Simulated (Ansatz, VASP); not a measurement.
Pt: VASP beside Ansatz

```xyz
1
Lattice="0.0000 1.9577 1.9577 1.9577 0.0000 1.9577 1.9577 1.9577 0.0000" Properties=species:S:1:pos:R:3 pbc="T T T"
Pt    0.0000    0.0000    0.0000
```

Alike in both runs: functional PBEsol; k mesh 24 × 24 × 24; occupations fermi-dirac, width 0.1 eV; no spin polarisation.

Ansatz relaxed the structure, and its values are those at the end. VASP's run is a single point on that final structure, the one shown.

|  | VASP | Ansatz |
| --- | --- | --- |
| version | VASP 6.6.1 | Ansatz 0.2.0 |
| potentials or method | VASP PAW PBE potentials, release 64 (Pt) | PAW with Ansatz's default frozen-core files, scalar-relativistic |
| plane-wave cutoff (eV) | 520 | 420 |
| valence electrons in the cell | 10 | 18 |

VASP gave:

```
pressure (GPa) : 0.6
```

**Question.** What did Ansatz give for the same quantities?

**Answer.** Pressure (GPa): 1.0.

The two sets of potentials don't hold the same shells in valence.

Caveats: the PAW data sets were made with another functional, which shifts forces and pressure a little (VASP). The runs have no spin-orbit coupling, so splittings on Pt are missing.
